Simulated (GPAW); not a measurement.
```cif
data_rbcl
_symmetry_space_group_name_H-M 'Fm-3m'
_symmetry_Int_Tables_number 225
_cell_length_a 6.5480
_cell_length_b 6.5480
_cell_length_c 6.5480
_cell_angle_alpha 90.000
_cell_angle_beta 90.000
_cell_angle_gamma 90.000
_cell_volume 280.75
loop_
_atom_site_label
_atom_site_type_symbol
_atom_site_symmetry_multiplicity
_atom_site_Wyckoff_symbol
_atom_site_fract_x
_atom_site_fract_y
_atom_site_fract_z
_atom_site_occupancy
Rb1 Rb 4 a 0.00000 0.00000 0.00000 1
Cl1 Cl 4 b 0.50000 0.00000 0.00000 1
_calc_subject 'RbCl (Fm-3m): G0W0 with GPAW, start to end'
_calc_method 'DFT, PBE, plane waves, PAW (and 1 further level or step)'
_calc_program 'GPAW 26.7.0'
_calc_settings_of_one_run 'cutoff 450 eV, GPAW PAW setups 1.2.1 data release, 4×4×4 k-mesh, nbands 460'
_calc_cost '3 runs, 55 s in all on 4 MPI ranks of Arm Neoverse V2, shared host (the runs of this entry)'
_calc_notes 'The database entry behind the starting cell differs from later determinations by our own check (about 0.5 % short). The cell and positions come from the Crystallography Open Database and are kept as given unless a step says otherwise. Limits: no spin-orbit coupling. Bands and cutoff are finite, so the gap is not at the basis limit. The miss can reach some tenths of an eV and take either sign; the mesh is an error of its own.'
_calc_pbe_gap '5.05 eV, direct'
_calc_g0w0_gap_on_the_mesh '7.65 eV'
_calc_gw_settings '4×4×4 mesh, 209 bands, screening to 120 eV, Godby-Needs plasmon pole'
_calc_known_limits 'not at the basis limit; no spin-orbit coupling'
```

[Paths, hosts, dates, memory and timing lines, banners, echoed tables and standing remarks are left out of the program output.]

[Logs are printed without paths, hosts, clocks, repeated set-up lines and the standing remarks that a program may print on its own settings, such as how far it seeks lower states.]

[Runs of the session that timed out or met a known fault of the program may be left out.]

[Hosts, paths, dates, database ids (printed as entryN), source tags and the programs' standing remarks are cut or masked in the printed files.]
